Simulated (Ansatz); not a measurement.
Tetradymite Sb2Te3

All values below come from PBE (Ansatz, an electronic-structure program, plane waves, PAW).

Run with plane-wave cutoff 520 eV, 10×10×10 k mesh, Fermi–Dirac smearing 0.01 eV, scalar-relativistic PAW data made under PBE.

Cell (measured lattice):

Space group R-3m, hexagonal axes (No. 166); a = 4.2558 Å, b = 4.2558 Å, c = 30.3629 Å, α = 90.00°, β = 90.00°, γ = 120.00°

```json
[
 {"atom": "Sb", "site": "6c", "symmetry": "3m", "x": "0.0000", "y": "0.0000", "z": "0.3983"},
 {"atom": "Te", "site": "3a", "symmetry": "-3m", "x": "0.0000", "y": "0.0000", "z": "0.0000"},
 {"atom": "Te", "site": "6c", "symmetry": "3m", "x": "0.0000", "y": "0.0000", "z": "0.2119"}
]
```
(The calculation used a cell of 5 atoms; values per cell refer to that cell.)

```
Quantity                                               Value
--------  --------------------------------------------------
band gap  0.01 eV (under three smearing widths, so not firm)
```

Measured, for comparison: band gap 0.3 eV (temperature not stated, not corrected to a static lattice, compiled measured gap; kind and temperature not stated, our sources range from 0.17 to 0.30; as tabulated in Kothakonda et al. (2022), arXiv:2208.02841).

Note: cell and atoms aren't relaxed at this level (largest force component 0.08 eV/Å, pressure 2.4 GPa).

Spin–orbit coupling is not included; it can close the smallest gap of 0.01 eV.

It cost very roughly 2.3 core-minutes of CPU time.
